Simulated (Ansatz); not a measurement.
A generator proposed this cell of Ga.

```cif
data_structure
_symmetry_space_group_name_H-M 'Fmmm'
_symmetry_Int_Tables_number 69
_cell_length_a 3.2875
_cell_length_b 3.7937
_cell_length_c 6.0963
_cell_angle_alpha 90.000
_cell_angle_beta 90.000
_cell_angle_gamma 90.000
_cell_volume 76.03
loop_
_atom_site_label
_atom_site_type_symbol
_atom_site_symmetry_multiplicity
_atom_site_Wyckoff_symbol
_atom_site_fract_x
_atom_site_fract_y
_atom_site_fract_z
_atom_site_occupancy
Ga1 Ga 4 b 0.50000 0.00000 0.00000 1
```

Level of theory: Ansatz 0.2.0, DFT PBE, scalar-relativistic, plane waves, PAW. Plane waves to 420 eV, a k mesh through Γ of 8×8×8 on the computed 1-atom cell and Gaussian smearing (0.10 eV); no spin polarisation.

Energies count from the standard state of Ga at the same level.

Q: What does a single point on this coarse mesh give?

A: The pressure is 7.8 GPa (the mean over three directions, positive in compression), the largest force is 0.00 eV/Å (symmetry fixes the atoms), and the energy is +0.27 eV/atom against the standard state. The shortest distance is 2.51 Å.

Q: How much does it gain on relaxing, and where does it end?

A: Relaxing gains about 0.25 eV/atom (the start's value is from the coarse mesh, so the gain is rough) in 18 ionic steps and ends at +0.02 eV/atom on the finer mesh. The symmetry goes from Fmmm (No. 69) to I4/mmm (No. 139). The end has the indium (bct) type. The volume per atom shrinks by 0.5 %, from 19.0 to 18.9 Å³. The shortest distance goes from 2.51 Å (Ga–Ga) to 2.88 Å (Ga–Ga). Conventional cell: a = 2.884 Å, c = 4.547 Å. Around Ga lie 12 Ga at 2.88–3.05 Å.

The last run used a 28×28×28 mesh for its 1-atom cell and Gaussian smearing of 0.10 eV. For metals, differences of a few meV/atom aren't resolved. The relaxation can't lower the symmetry of the start. A later test with randomly moved atoms ended 4 meV/atom lower on a coarse mesh, in C2/m at a loose tolerance, which is no clear verdict on its stability.
